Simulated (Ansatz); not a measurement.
# HfO₂ under strains and displacements

Computed with Ansatz 0.2.0, DFT PBEsol, scalar-relativistic, plane waves, PAW.

Cutoff 420 eV; k points 8×8×8 on the computed 3-atom cell (Γ-centred); Gaussian smearing, width 0.02 eV; no spin polarisation.

Reference cell:

```
CELL_PARAMETERS angstrom
0.00000 2.55750 2.55750
2.55750 0.00000 2.55750
2.55750 2.55750 0.00000
ATOMIC_POSITIONS crystal
Hf 0.00000 0.00000 0.00000
O 0.25000 0.25000 0.25000
O 0.75000 0.75000 0.75000
```

Each variant moves atoms of this cell by the vectors given, if any (Å), and then applies a symmetric strain (tensor components, Cartesian axes). The reference cell isn't relaxed at this level. Energies are per atom at zero smearing, counted from the lowest variant. Pressure is positive in compression.

1. strain (xx yy zz yz xz xy, %) -2.29 -1.09 -2.29 5.08 -6.00 5.08; moves: Hf1 (-0.036, 0.000, 0.036); O2 (0.027, -0.057, -0.009); O3 (0.009, 0.057, -0.027)
2. strain (xx yy zz yz xz xy, %) 0.84 0.84 0.84 -2.00 -2.00 2.00; moves: Hf1 (-0.098, -0.098, 0.098); O2 (-0.015, -0.015, 0.015); O3 (0.113, 0.113, -0.113)
3. strain (xx yy zz yz xz xy, %) 1.85 1.29 1.87 -0.18 0.08 1.00; moves: Hf1 (-0.002, -0.001, -0.021); O2 (-0.030, 0.005, 0.006); O3 (0.032, -0.004, 0.015)
4. strain (xx yy zz yz xz xy, %) -2.11 -2.11 -2.11 0.00 0.00 0.00
5. strain (xx yy zz yz xz xy, %) -3.37 -4.37 -3.33 2.00 0.38 -1.54; moves: Hf1 (-0.002, -0.002, 0.018); O2 (-0.023, -0.010, -0.028); O3 (0.026, 0.012, 0.011)
6. no strain; moves: Hf1 (0.000, 0.045, 0.000)
7. strain (xx yy zz yz xz xy, %) -1.32 -1.32 -1.32 0.00 0.00 0.00
8. strain (xx yy zz yz xz xy, %) 1.90 4.12 1.90 -0.67 4.00 0.67; moves: Hf1 (-0.096, 0.000, -0.096); O2 (0.136, 0.067, -0.040); O3 (-0.040, -0.067, 0.136)

| result | ΔE (meV/atom) | P (GPa) | largest force (eV/Å) | gap on mesh (eV) |
| --- | --- | --- | --- | --- |
| A | 325.0 | 26.13 | 4.73 | 4.05 |
| B | 16.4 | -9.98 | 0.17 | 3.59 |
| C | 75.9 | -19.63 | 0.49 | 3.44 |
| D | 113.7 | -6.99 | 1.44 | 3.64 |
| E | 221.5 | -17.02 | 2.23 | 3.38 |
| F | 0.0 | -0.56 | 0.00 | 3.68 |
| G | 4.3 | 6.09 | 0.00 | 3.74 |
| H | 67.4 | 22.89 | 0.99 | 3.78 |

(1) Which variant gave which result?

Spin-orbit coupling is left out, which matters for the bands of heavy elements.

Results:

(1) A is 1, B is 6, C is 3, D is 2, E is 8, F is 7, G is 4, H is 5.

This fluorite-type form isn't the usual stable structure of the compound.